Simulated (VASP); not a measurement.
# Mn (P6_3/mmc) in VASP: a series of runs

The runs below take Mn through single point, with PBE.

Everything below comes from runs of VASP 6.6.1. Logs are shortened: lines on timing, memory, paths and dates and some standing lists are left out, and cuts for length are marked.

**1. The structure**

Symmetry: P6_3/mmc, No. 194, hexagonal system. Conventional cell: a = 2.484 Å, b = 2.484 Å, c = 4.026 Å, α = 90.00°, β = 90.00°, γ = 120.00°. Mn (site symmetry -6m2) has 12 Mn at 2.47 to 2.48 Å as nearest neighbours.

This isn't the form of Mn at room conditions, which is a 58-atom cubic cell.

**2. Single point, PBE, collinear spin, typed start**

File INCAR:

```
PREC = Accurate
ENCUT = 520
EDIFF = 1E-6
ISMEAR = -1
SIGMA = 0.05
LREAL = False
LASPH = True
NELM = 150
ALGO = Fast
ISIF = 2
LWAVE = False
LCHARG = True
ISPIN = 2
MAGMOM = 4 4
LORBIT = 11
LMAXMIX = 4
GGA = PE
LELF = True
LVHAR = True
NBANDS = 24
```

File KPOINTS:

```
Automatic mesh
0
Gamma
  15 15 8
```

File POSCAR:

```
Mn
1.0
    2.4836457705      0.0000000000      0.0000000000
   -1.2418228852      2.1509003313      0.0000000000
    0.0000000000      0.0000000000      4.0261950000
Mn
2
Direct
    0.6666666667      0.3333333333      0.7500000000
    0.3333333333      0.6666666667      0.2500000000
```

Potentials or basis: VASP PAW PBE potentials, release 64 (Mn_pv).

Run with:

```console
> cat potpaw_PBE.64/Mn_pv/POTCAR > POTCAR
> mpirun -np 1 vasp_std > vasp.out
```

OUTCAR:

```text
PREC = Accurate
   ENCUT = 520
   EDIFF = 1E-6
   ISMEAR = -1
   LREAL = False
   LASPH = True
   NELM = 150
   ISIF = 2
   ISPIN = 2
   LORBIT = 11
   GGA = PE

 ion  position               nearest neighbor table
   1  0.667  0.333  0.750-   2 2.47   2 2.47   2 2.47   2 2.47   2 2.47   2 2.47
   2  0.333  0.667  0.250-   1 2.47   1 2.47   1 2.47   1 2.47   1 2.47   1 2.47

  LATTYP: Found a hexagonal cell.
 ALAT       =     2.4836457705
 C/A-ratio  =     1.6210826229

  Lattice vectors:

 A1 = (   2.4836457705,   0.0000000000,   0.0000000000)
 A2 = (  -1.2418228852,   2.1509003313,   0.0000000000)
 A3 = (   0.0000000000,   0.0000000000,   4.0261950000)

Analysis of symmetry for initial positions (statically):
=====================================================================
 Subroutine PRICEL returns:
 Original cell was already a primitive cell.

 Routine SETGRP: Setting up the symmetry group for a
 hexagonal supercell.

 Subroutine GETGRP returns: Found 24 space group operations
 (whereof 12 operations were pure point group operations)
 out of a pool of 24 trial point group operations.

The static configuration has the point symmetry D_3d.
 The point group associated with its full space group is D_6h.

Analysis of symmetry for dynamics (positions and initial velocities):
=====================================================================
 Subroutine PRICEL returns:
 Original cell was already a primitive cell.

 Routine SETGRP: Setting up the symmetry group for a
 hexagonal supercell.

 Subroutine GETGRP returns: Found 24 space group operations
 (whereof 12 operations were pure point group operations)
 out of a pool of 24 trial point group operations.

The dynamic configuration has the point symmetry D_3d.
 The point group associated with its full space group is D_6h.

Analysis of structural, dynamic, and magnetic symmetry:
=====================================================================
 Subroutine PRICEL returns:
 Original cell was already a primitive cell.

 Routine SETGRP: Setting up the symmetry group for a
 hexagonal supercell.

 Subroutine GETGRP returns: Found 24 space group operations
 (whereof 12 operations were pure point group operations)
 out of a pool of 24 trial point group operations.

The overall configuration has the point symmetry D_3d.
 The point group associated with its full space group is D_6h.

 Subroutine INISYM returns: Found 24 space group operations
 (whereof 12 operations are pure point group operations),
 and found     1 'primitive' translations

----------------------------------------------------------------------------------------

                                     Primitive cell

  volume of cell :      21.5082

  direct lattice vectors                    reciprocal lattice vectors
     2.483645770  0.000000000  0.000000000     0.402633907  0.232460795  0.000000000
    -1.241822885  2.150900331  0.000000000     0.000000000  0.464921589  0.000000000
     0.000000000  0.000000000  4.026195000     0.000000000  0.000000000  0.248373464

  length of vectors
     2.483645770  2.483645771  4.026195000     0.464921589  0.464921589  0.248373464

  position of ions in fractional coordinates (direct lattice)
     0.666666667  0.333333333  0.750000000
     0.333333333  0.666666667  0.250000000

  ion indices of the primitive-cell ions
   primitive index   ion index
                 1           1
                 2           2

----------------------------------------------------------------------------------------

 KPOINTS: Automatic mesh

Automatic generation of k-mesh.
 Grid dimensions read from file:
 generate k-points for:   15   15    8

 Generating k-lattice:

  Cartesian coordinates                     Fractional coordinates (reciprocal lattice)
     0.026842260  0.015497386  0.000000000     0.066666667  0.000000000  0.000000000
     0.000000000  0.030994773  0.000000000     0.000000000  0.066666667  0.000000000
     0.000000000  0.000000000  0.031046683     0.000000000  0.000000000  0.125000000

  Length of vectors
     0.030994773  0.030994773  0.031046683

  Shift w.r.t. Gamma in fractional coordinates (k-lattice)
     0.000000000  0.000000000  0.000000000

 Subroutine IBZKPT returns following result:
 ===========================================

 Found    135 irreducible k-points:

 Following reciprocal coordinates:
            Coordinates               Weight
  0.000000  0.000000  0.000000      1.000000
  0.066667  0.000000  0.000000      6.000000
  0.133333  0.000000  0.000000      6.000000
  0.200000  0.000000  0.000000      6.000000
  0.266667  0.000000  0.000000      6.000000
  0.333333  0.000000  0.000000      6.000000
[... 16 lines left out ...]
  0.333333  0.200000  0.000000     12.000000
  0.400000  0.200000  0.000000      6.000000
 [... further k-points ...]
   k-points           NKPTS =    135   k-points in BZ     NKDIM =    135   number of bands    NBANDS=     24
   number of dos      NEDOS =    301   number of ions     NIONS =      2
   total plane-waves  NPLWV =   9720
   dimension x,y,z NGX =    18 NGY =   18 NGZ =   30
   dimension x,y,z NGXF=    36 NGYF=   36 NGZF=   60
   ions per type =               2
   NGX,Y,Z   is equivalent  to a cutoff of  12.05, 12.05, 12.39 a.u.
   NGXF,Y,Z  is equivalent  to a cutoff of  24.10, 24.10, 24.77 a.u.
 SYSTEM =  unknown system
   PREC   = accura    normal or accurate (medium, high low for compatibility)
   ISTART =      0    job   : 0-new  1-cont  2-samecut
   ICHARG =      2    charge: 1-file 2-atom 10-const
   ISPIN  =      2    spin polarized calculation?
   LNONCOLLINEAR =      F non collinear calculations
   LSORBIT =      F    spin-orbit coupling
   LASPH  =      T    aspherical Exc in radial PAW
   ENCUT  =  520.0 eV  38.22 Ry    6.18 a.u.   4.62  4.62  7.49*2*pi/ulx,y,z
   NELM   =    150;   NELMIN=  2; NELMDL= -5     # of ELM steps
   EDIFF  = 0.1E-05   stopping-criterion for ELM
   LREAL  =      F    real-space projection
   EDIFFG = 0.1E-04   stopping-criterion for IOM
   NSW    =      0    number of steps for IOM
   IBRION =     -1    ionic relax: 0-MD 1-quasi-New 2-CG
   NFREE  =      0    steps in history (QN), initial steepest desc. (CG)
   ISIF   =      2    stress and relaxation
   ISYM   =      2    0-nonsym 1-usesym 2-fastsym
   POTIM  = 0.5000    time-step for ionic-motion
   TEBEG  =    0.0;   TEEND  =   0.0 temperature during run
   PSTRESS=    0.0 pullay stress
   NELECT =      26.0000    total number of electrons
   NUPDOWN=      -1.0000    fix difference up-down
   EMIN   =  10.00;   EMAX   =-10.00  energy-range for DOS
   EFERMI =   0.00;   METHOD = LEGACY
   ISMEAR =    -1;   SIGMA  =   0.05  broadening in eV -4-tet -1-fermi 0-gaus
   EFERMI_NEDOS =   21; number of points for ismear=-14 and -15
   IALGO  =     68    algorithm
   IMIX   =      4    mixing-type and parameters
     AMIX     =   0.40;   BMIX     =  1.00
     AMIX_MAG =   1.60;   BMIX_MAG =  1.00
  volume/ion in A,a.u.               =      10.75        72.57
  Fermi-wavevector in a.u.,A,eV,Ry     =   1.743938  3.295565 41.379665  3.041320
  Thomas-Fermi vector in A             =   2.815914
   LORBIT       =     11    0 simple, 1 ext, 2 COOP (PROOUT), +10 PAW based schemes
   GGA     = PE    functional components
   LHFCALC =     F    Hartree Fock is set to
   AEXX    =    0.0000 exact exchange contribution
   IVDW    =     0    specifies the selected vdW correction
   LEPSILON=     F    determine dielectric tensor
   LRPA    =     F    only Hartree local field effects (RPA)
 spin polarized calculation
 RMM-DIIS sequential band-by-band and
  energy-cutoff  :      520.00
  volume of cell :       21.51
 maximum number of plane-waves:       590
   NGX =  9   NGY =  9   NGZ = 15

 number of electron      26.0000029 magnetization      -0.0030410

 number of electron      26.0000029 magnetization       0.0000353

 Free energy of the ion-electron system (eV)
  ---------------------------------------------------
  ext. energy  EPLUGINS =         0.00000000
  ---------------------------------------------------
  free energy    TOTEN  =       -17.89945045 eV

  energy without entropy =      -17.87647367  energy(sigma->0) =      -17.88796206

 E-fermi :  10.3416     XC(G=0): -14.0157

 val. band max:       10.3404917623   @ k =   0.2000   0.0000   0.2500
 cond. band min:      10.3451017632   @ k =   0.1333   0.1333   0.3750
 fundamental gap:      0.0046100009
 Fermi energy:        10.3416214288

 spin component 1

 k-point     1 :       0.0000    0.0000    0.0000
  band No.  band energies     occupation
      1     -37.9199      1.00000
      2     -37.2599      1.00000
      3     -37.2599      1.00000
      4     -37.1567      1.00000
      5     -37.1567      1.00000
      6     -37.1506      1.00000
[... 16 lines left out ...]
     23      36.7640      0.00000
     24      36.7651      0.00000

 k-point     2 :       0.0667    0.0000    0.0000
  band No.  band energies     occupation
      1     -37.9089      1.00000
      2     -37.2843      1.00000
      3     -37.2678      1.00000
      4     -37.1820      1.00000
      5     -37.1603      1.00000
      6     -37.1548      1.00000
[... 16 lines left out ...]
     23      35.0579      0.00000
     24      36.0753      0.00000

 k-point     3 :       0.1333    0.0000    0.0000
  band No.  band energies     occupation
      1     -37.8768      1.00000
      2     -37.3535      1.00000
      3     -37.2895      1.00000
      4     -37.2529      1.00000
      5     -37.1709      1.00000
      6     -37.1672      1.00000
[... 16 lines left out ...]
     23      34.5160      0.00000
     24      35.2336      0.00000
[... 514 lines left out ...]
 k-point    23 :       0.3333    0.2000    0.0000
  band No.  band energies     occupation
      1     -37.7533      1.00000
      2     -37.6506      1.00000
      3     -37.5532      1.00000
      4     -37.5100      1.00000
      5     -37.3695      1.00000
      6     -37.3491      1.00000
[... 16 lines left out ...]
     23      28.3003      0.00000
     24      29.1509      0.00000

 k-point    24 :       0.4000    0.2000    0.0000
  band No.  band energies     occupation
      1     -37.7707      1.00000
      2     -37.6484      1.00000
      3     -37.5333      1.00000
      4     -37.5250      1.00000
      5     -37.3790      1.00000
      6     -37.3716      1.00000
[... 16 lines left out ...]
     23      27.3671      0.00000
     24      28.9718      0.00000

 [... further k-points ...]

 spin component 2

 k-point     1 :       0.0000    0.0000    0.0000
  band No.  band energies     occupation
      1     -37.9198      1.00000
      2     -37.2598      1.00000
      3     -37.2598      1.00000
      4     -37.1566      1.00000
      5     -37.1566      1.00000
      6     -37.1506      1.00000
[... 16 lines left out ...]
     23      36.7640      0.00000
     24      36.7644      0.00000

 k-point     2 :       0.0667    0.0000    0.0000
  band No.  band energies     occupation
      1     -37.9088      1.00000
      2     -37.2842      1.00000
      3     -37.2677      1.00000
      4     -37.1819      1.00000
      5     -37.1602      1.00000
      6     -37.1547      1.00000
[... 16 lines left out ...]
     23      35.0578      0.00000
     24      36.0753      0.00000

 k-point     3 :       0.1333    0.0000    0.0000
  band No.  band energies     occupation
      1     -37.8767      1.00000
      2     -37.3534      1.00000
      3     -37.2894      1.00000
      4     -37.2528      1.00000
      5     -37.1708      1.00000
      6     -37.1672      1.00000
[... 16 lines left out ...]
     23      34.5159      0.00000
     24      35.2333      0.00000
[... 514 lines left out ...]
 k-point    23 :       0.3333    0.2000    0.0000
  band No.  band energies     occupation
      1     -37.7532      1.00000
      2     -37.6505      1.00000
      3     -37.5531      1.00000
      4     -37.5099      1.00000
      5     -37.3694      1.00000
      6     -37.3491      1.00000
[... 16 lines left out ...]
     23      28.3003      0.00000
     24      29.1508      0.00000

 k-point    24 :       0.4000    0.2000    0.0000
  band No.  band energies     occupation
      1     -37.7706      1.00000
      2     -37.6483      1.00000
      3     -37.5332      1.00000
      4     -37.5249      1.00000
      5     -37.3789      1.00000
      6     -37.3715      1.00000
[... 16 lines left out ...]
     23      27.3671      0.00000
     24      28.9717      0.00000

 [... further k-points ...]

------------------------ aborting loop because EDIFF is reached ----------------------------------------

  FORCE on cell =-STRESS in cart. coord.  units (eV):
  Direction    XX          YY          ZZ          XY          YZ          ZX
  --------------------------------------------------------------------------------------
  -------------------------------------------------------------------------------------
  Total       -0.1555295     -0.1555295     -0.1927291     -0.0000000      0.0000000      0.0000000
  in kB      -11.5856017    -11.5856017    -14.3566495     -0.0000000      0.0000000      0.0000000
  external PRESSURE =     -12.5092843 kB  Pullay stress =       0.0000000 kB

 VOLUME and BASIS-vectors are now :
 -----------------------------------------------------------------------------
  energy-cutoff  :      520.00
  volume of cell :       21.51
      direct lattice vectors                 reciprocal lattice vectors
     2.483645770  0.000000000  0.000000000     0.402633907  0.232460795  0.000000000
    -1.241822885  2.150900331  0.000000000     0.000000000  0.464921589  0.000000000
     0.000000000  0.000000000  4.026195000     0.000000000  0.000000000  0.248373464

 POSITION                                       TOTAL-FORCE (eV/Angst)
 -----------------------------------------------------------------------------------
      1.24182      0.71697      3.01965        -0.000000      0.000000      0.000000
     -0.00000      1.43393      1.00655         0.000000      0.000000      0.000000
 -----------------------------------------------------------------------------------
    total drift:                               -0.000000      0.000000     -0.000000

  FREE ENERGIE OF THE ION-ELECTRON SYSTEM (eV)
  ---------------------------------------------------
  free  energy   TOTEN  =       -17.8994504461 eV

  energy  without entropy=      -17.8764736684  energy(sigma->0) =      -17.88796206

 total charge

# of ion       s       p       d       tot
------------------------------------------
    1        0.426   6.401   5.156  11.983
    2        0.426   6.401   5.156  11.983
--------------------------------------------------
tot          0.853  12.802  10.311  23.966

 magnetization (x)

# of ion       s       p       d       tot
------------------------------------------
    1       -0.000  -0.000   0.000   0.000
    2       -0.000  -0.000   0.000   0.000
--------------------------------------------------
tot         -0.000  -0.000   0.000   0.000
```

Run time: 80 s. Hardware: 1 thread of Intel Xeon Platinum 8488C (Sapphire Rapids), shared host; peak memory 0.2 GiB.

What came out:

| Item | Value |
| --- | --- |
| Free energy | -17.8995 eV |
| Pressure | -1.3 GPa |
| Band gap on the k mesh | none (metal or under the smearing width) |
| Net moment | 0.00 μB per cell |
| Valence electrons inside the program's atomic spheres | Mn 11.98 |

Stress tensor (GPa, compression positive):
```
-1.16  0.00  0.00
 0.00 -1.16  0.00
 0.00  0.00 -1.44
```

Caveat: the starting moments collapsed, and a magnetic state may lie lower.

**3. Single point, PBE, collinear spin, typed start**

File INCAR:

```
SYSTEM = Mn
PREC = Accurate ; ENCUT = 520
EDIFF = 1E-6 ; ISMEAR = -1
SIGMA = 0.05 ; LREAL = .False.
LASPH = .True. ; NELM = 150
ALGO = Normal ; ISIF = 2
LWAVE = .False. ; LCHARG = .False.
ISPIN = 2 ; MAGMOM = 4 4
LORBIT = 11 ; LMAXMIX = 4
GGA = PE ; NBANDS = 24
```

File KPOINTS:

```
Automatic mesh
0
Gamma
  15 15 8
  0 0 0
```

POSCAR is that of step 2.

Potentials or basis: VASP PAW PBE potentials, release 64 (Mn_pv).

Run with:

```console
> cat potpaw_PBE.64/Mn_pv/POTCAR > POTCAR
> mpirun -np 1 vasp_std > vasp.out
```

Run time: 74 s. Hardware: 1 thread of Intel Xeon Platinum 8488C (Sapphire Rapids), shared host; peak memory 0.2 GiB.

The run converged. Its results:

| Property | Result |
| --- | --- |
| Free energy | -17.8995 eV |
| Pressure | -1.6 GPa |
| Band gap on the k mesh | none (metal or under the smearing width) |
| Net moment | 0.00 μB per cell |
| Valence electrons inside the program's atomic spheres | Mn 11.98 |

Stress tensor (GPa, compression positive):
```
-1.53  0.00  0.00
 0.00 -1.53  0.00
 0.00  0.00 -1.86
```

Levels at points of the mesh, in eV from the Fermi level:
Spin up:
| k point | band 10 | band 11 | band 12 | band 13 | band 14 | band 15 | band 16 | band 17 |
| --- | --- | --- | --- | --- | --- | --- | --- | --- |
| (0.00, 0.00, 0.00) | -0.93 | -0.93 | -0.46 | -0.46 | 0.07 | 0.07 | 0.73 | 1.61 |
| (0.00, 0.00, 0.50) | -1.53 | -1.01 | -1.01 | -1.01 | -1.01 | 1.19 | 1.19 | 1.19 |
Spin down:
```
           k point  band 11  band 12  band 13  band 14  band 15  band 16
(0.00, 0.00, 0.00)    -0.93    -0.47    -0.47     0.06     0.06     0.73
(0.00, 0.00, 0.50)    -1.01    -1.01    -1.01    -1.01     1.19     1.19
```

Caveat: the starting moments collapsed, and a magnetic state may lie lower.
